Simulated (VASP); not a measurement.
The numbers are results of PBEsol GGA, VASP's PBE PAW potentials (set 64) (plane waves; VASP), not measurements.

Input for VASP

**INCAR**
```
SYSTEM = CsI
PREC = Accurate
ENCUT = 500
EDIFF = 1E-6
NELM = 100
ALGO = Normal
LREAL = .FALSE.
LASPH = .TRUE.
ISMEAR = 0
SIGMA = 0.05
GGA = PS
LMAXMIX = 4
LWAVE = .FALSE.
LCHARG = .FALSE.
IBRION = 2
ISIF = 3
NSW = 40
EDIFFG = -0.02
PSTRESS = 200
```

File KPOINTS:
```
Automatic mesh
0
Gamma
7 7 7
0 0 0
```

POSCAR:
```
CsI
1
    3.8648162568     0.0000000000     0.0000000000
    0.0000000000     3.8648162568    -0.0000000000
   -0.0000000000    -0.0000000000     3.8648162568
Cs I
1 1
Direct
  0.0000000000   0.0000000000   0.0000000000
  0.5000000000   0.5000000000   0.5000000000
```

POTCAR, in this order: Cs_sv I (PBE.64 set). Program: vasp_std.

The run wrote:

### OUTCAR
```
 ion  position               nearest neighbor table
   1  0.000  0.000  0.000-   2 3.35   2 3.35   2 3.35   2 3.35   2 3.35   2 3.35   2 3.35   2 3.35
  LATTYP: Found a simple cubic cell.
 ALAT       =     3.8648162568
 Subroutine PRICEL returns:
 Original cell was already a primitive cell.
 Subroutine GETGRP returns: Found 48 space group operations
The static configuration has the point symmetry O_h .
The dynamic configuration has the point symmetry O_h .
 Subroutine INISYM returns: Found 48 space group operations
 Subroutine IBZKPT returns following result:
 Found     20 irreducible k-points:

 Following reciprocal coordinates:
            Coordinates               Weight
  0.000000  0.000000  0.000000      1.000000
  0.142857  0.000000  0.000000      6.000000
  0.285714  0.000000  0.000000      6.000000
  0.428571  0.000000  0.000000      6.000000
  0.142857  0.142857  0.000000     12.000000
  0.285714  0.142857  0.000000     24.000000
  0.428571  0.142857  0.000000     24.000000
  0.285714  0.285714  0.000000     12.000000
  0.428571  0.285714  0.000000     24.000000
  0.428571  0.428571  0.000000     12.000000
  0.142857  0.142857  0.142857      8.000000
  0.285714  0.142857  0.142857     24.000000
  0.428571  0.142857  0.142857     24.000000
  0.285714  0.285714  0.142857     24.000000
  0.428571  0.285714  0.142857     48.000000
  0.428571  0.428571  0.142857     24.000000
  0.285714  0.285714  0.285714      8.000000
  0.428571  0.285714  0.285714     24.000000
  0.428571  0.428571  0.285714     24.000000
  0.428571  0.428571  0.428571      8.000000
   k-points           NKPTS =     20   k-points in BZ     NKDIM =     20   number of bands    NBANDS=     12
   number of dos      NEDOS =    301   number of ions     NIONS =      2
   total plane-waves  NPLWV =  21952
   dimension x,y,z NGX =    28 NGY =   28 NGZ =   28
   dimension x,y,z NGXF=    56 NGYF=   56 NGZF=   56
...
```

OSZICAR:
```
       N       E                     dE             d eps       ncg     rms          rms(c)
DAV:   1     0.886614486531E+02    0.88661E+02   -0.67588E+03   480   0.114E+03
DAV:   2     0.128342798306E+01   -0.87378E+02   -0.81478E+02   700   0.179E+02
DAV:   3    -0.451266686056E+01   -0.57961E+01   -0.57506E+01   608   0.510E+01
DAV:   4    -0.457391721261E+01   -0.61250E-01   -0.61227E-01   544   0.646E+00
DAV:   5    -0.457458950698E+01   -0.67229E-03   -0.67226E-03   592   0.686E-01    0.331E+00
DAV:   6    -0.446663623711E+01    0.10795E+00   -0.13962E-01   528   0.240E+00    0.214E+00
DAV:   7    -0.444392960090E+01    0.22707E-01   -0.13117E-01   552   0.225E+00    0.670E-01
DAV:   8    -0.444409279568E+01   -0.16319E-03   -0.14190E-02   548   0.873E-01    0.235E-01
DAV:   9    -0.444407930934E+01    0.13486E-04   -0.53114E-04   588   0.181E-01    0.178E-01
DAV:  10    -0.444402797118E+01    0.51338E-04   -0.51700E-04   556   0.142E-01    0.101E-01
DAV:  11    -0.444402096596E+01    0.70052E-05   -0.66023E-05   524   0.669E-02    0.233E-02
DAV:  12    -0.444402028452E+01    0.68144E-06   -0.56107E-06   584   0.149E-02
   1 F= 0.27621740E+01 E0= 0.27621740E+01  d E =0.276217E+01
```

**OUTCAR**
```
------------------------ aborting loop because EDIFF is reached ----------------------------------------
  FORCE on cell =-STRESS in cart. coord.  units (eV):
  Direction    XX          YY          ZZ          XY          YZ          ZX
  --------------------------------------------------------------------------------------
  Total        7.1760448      7.1760448      7.1760448      0.0000000     -0.0000000     -0.0000000
  in kB      199.1632354    199.1632354    199.1632354      0.0000000     -0.0000000     -0.0000000
  external PRESSURE =      -0.8367646 kB  Pullay stress =     200.0000000 kB
  volume of cell :       57.73
      direct lattice vectors                 reciprocal lattice vectors
     3.864816257  0.000000000  0.000000000     0.258744513  0.000000000  0.000000000
     0.000000000  3.864816257  0.000000000     0.000000000  0.258744513  0.000000000
     0.000000000  0.000000000  3.864816257     0.000000000  0.000000000  0.258744513
 POSITION                                       TOTAL-FORCE (eV/Angst)
 -----------------------------------------------------------------------------------
      0.00000      0.00000      0.00000         0.000000      0.000000      0.000000
      1.93241      1.93241      1.93241         0.000000      0.000000      0.000000
 -----------------------------------------------------------------------------------
    total drift:                               -0.000000      0.000000      0.000000
  FREE ENERGIE OF THE ION-ELECTRON SYSTEM (eV)
  ---------------------------------------------------
  free  energy   TOTEN  =        -4.4440202845 eV

  energy  without entropy=       -4.4440202845  energy(sigma->0) =       -4.44402028
  enthalpy is  TOTEN    =         2.7621740042 eV   P V=        7.2061942887

 reached required accuracy - stopping structural energy minimisation
```
(Selected blocks of OUTCAR.)

OUTCAR:
```
 val. band max:        5.1166803339   @ k =   0.0000   0.0000   0.0000

 cond. band min:       7.4276106080   @ k =   0.0000   0.0000   0.0000


 Fermi energy:         5.3967736790

 k-point     1 :       0.0000    0.0000    0.0000
  band No.  band energies     occupation
      1     -15.6718      2.00000
      2      -6.9416      2.00000
      3      -2.1626      2.00000
      4      -2.1626      2.00000
      5      -2.1626      2.00000
      6       5.1167      2.00000
      7       5.1167      2.00000
      8       5.1167      2.00000
      9       7.4276      0.00000
     10       7.4276      0.00000
     11      11.2332      0.00000
     12      13.4333      0.00000

 k-point     2 :       0.1429    0.0000    0.0000
  band No.  band energies     occupation
      1     -15.6293      2.00000
      2      -7.0489      2.00000
      3      -2.1884      2.00000
      4      -2.0909      2.00000
      5      -2.0909      2.00000
      6       4.2477      2.00000
      7       4.9188      2.00000
      8       4.9188      2.00000
      9       7.6088      0.00000
     10       8.3452      0.00000
     11      12.0327      0.00000
     12      13.3334      0.00000

 k-point     3 :       0.2857    0.0000    0.0000
  band No.  band energies     occupation
      1     -15.5303      2.00000
      2      -7.3106      2.00000
      3      -2.1242      2.00000
      4      -1.9179      2.00000
      5      -1.9179      2.00000
      6       2.8310      2.00000
      7       4.4668      2.00000
      8       4.4668      2.00000
      9       8.1352      0.00000
     10      10.4184      0.00000
     11      12.5382      0.00000
     12      13.4355      0.00000

 k-point     4 :       0.4286    0.0000    0.0000
  band No.  band energies     occupation
      1     -15.4471      2.00000
      2      -7.5367      2.00000
      3      -1.9338      2.00000
      4      -1.7648      2.00000
      5      -1.7648      2.00000
      6       1.8363      2.00000
...
```

Unless said otherwise, spin-orbit coupling is left out, though it shifts the bands of the heavy elements here.

The compound is CsI in the CsCl type structure. It was relaxed first under an external pressure of 20 GPa.
